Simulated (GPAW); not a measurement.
Set up this calculation in GPAW 26.7.0, as an ASE script.

```yaml
Task: Fermi surface
Functional: r2SCAN
Potentials_or_basis: GPAW PAW data sets (gpaw-data 1.2.1)
Cutoff: 600 eV
Basis: pw
k_mesh: 11 × 11 × 11
Occupations: fermi-dirac, width 0.05 eV
Spin: no spin polarisation
Maxiter: 150
Fermi_k_mesh: 18 × 18 × 18
```

The structure of Al lies in Al.xyz:

```xyz
1
Lattice="0.0000000000 2.0248050000 2.0248050000 2.0248050000 0.0000000000 2.0248050000 2.0248050000 2.0248050000 0.0000000000" Properties=species:S:1:pos:R:3 pbc="T T T"
Al     0.0000000000      0.0000000000      0.0000000000
```

The input as run:

run.py

```python
import json
import numpy as np
from ase.dft.bandgap import bandgap
from ase.io import read, write
from ase.units import GPa
from gpaw import GPAW, PW

atoms = read('Al.xyz')

calc = GPAW(mode=PW(600),
            xc='MGGA_X_R2SCAN+MGGA_C_R2SCAN',
            kpts={'size': (11, 11, 11), 'gamma': True},
            occupations={'name': 'fermi-dirac', 'width': 0.05},
            nbands=7,
            convergence={'density': 1e-05, 'energy': 1e-05},
            maxiter=150,
            txt='gpaw.txt')
atoms.calc = calc
energy = atoms.get_potential_energy()
forces = atoms.get_forces()
stress = atoms.get_stress()
calc.write('gs.gpw')
write('result.traj', atoms)
print(f'Energy: {energy:.6f} eV')
print('Forces (eV/A):')
print(forces.round(4))
print('Stress (GPa):', (stress / GPa).round(3))
print('Fermi level:', round(calc.get_fermi_level(), 4), 'eV')
print(f'Gap: {bandgap(calc)[0]:.4f} eV, direct: {bandgap(calc, direct=True)[0]:.4f} eV')

size = (18, 18, 18)
dense = calc.fixed_density(kpts={'size': size, 'gamma': True}, update_fermi_level=True,
                           convergence={'bands': 'CBM+2.0', 'eigenstates': 1e-7}, txt='dense.txt')
ef = dense.get_fermi_level()
index = np.round(dense.get_bz_k_points() * size).astype(int) % size
recip = 2 * np.pi * atoms.cell.reciprocal()
sheets = []
for s, e_kn in enumerate(dense.eigenvalues()):
    for n in range(e_kn.shape[1] - 2):
        if e_kn[:, n].min() < ef < e_kn[:, n].max():
            e = np.empty(size)
            e[tuple(index.T)] = e_kn[dense.get_bz_to_ibz_map(), n] - ef
            de = np.array([(np.roll(e, -1, c) - np.roll(e, 1, c)) * size[c] / 2 for c in range(3)])
            v = np.linalg.norm(np.einsum('vc,cxyz->vxyz', np.linalg.inv(recip), de), axis=0)
            w = np.exp(-(e / 0.1)**2) / (0.1 * np.pi**0.5)
            sheets.append({'spin': s, 'band': n, 'filled': (e < 0).mean(), 'dos': w.mean(), 'bottom': e.min(), 'top': e.max(),
                           'velocity': (w * v).sum() / w.sum() * 1.519267e5, 'slice': e[:, :, 0].round(3).tolist()})
            print(f'spin {s} band {n}: filled share {sheets[-1]["filled"]:.3f}, from {e.min():.3f} to {e.max():.3f} eV,',
                  f'{w.mean():.3f} states/eV, mean velocity {sheets[-1]["velocity"]:.3e} m/s')
print('Fermi level on the dense mesh:', round(ef, 4), 'eV,', len(sheets), 'sheets')
json.dump({'ef': ef, 'sheets': sheets}, open('fermi.json', 'w'))
```

Potentials or basis: GPAW PAW data sets (gpaw-data 1.2.1), pw.

The run is started by

```console
$ OMP_NUM_THREADS=1 python run.py
```

Results of the run:

```json
{
  "Pressure": "-3.3 GPa",
  "Band gap on the k mesh": "none (metal or under the smearing width)"
}
```

Caveat: the PAW data sets were made with another functional, which shifts forces and pressure a little.

Run time: 58 s on 1 thread of Intel(R) Xeon(R) Platinum 8259CL CPU @ 2.50GHz (Skylake/Cascade Lake), on a shared host, peak memory 0.2 GiB.
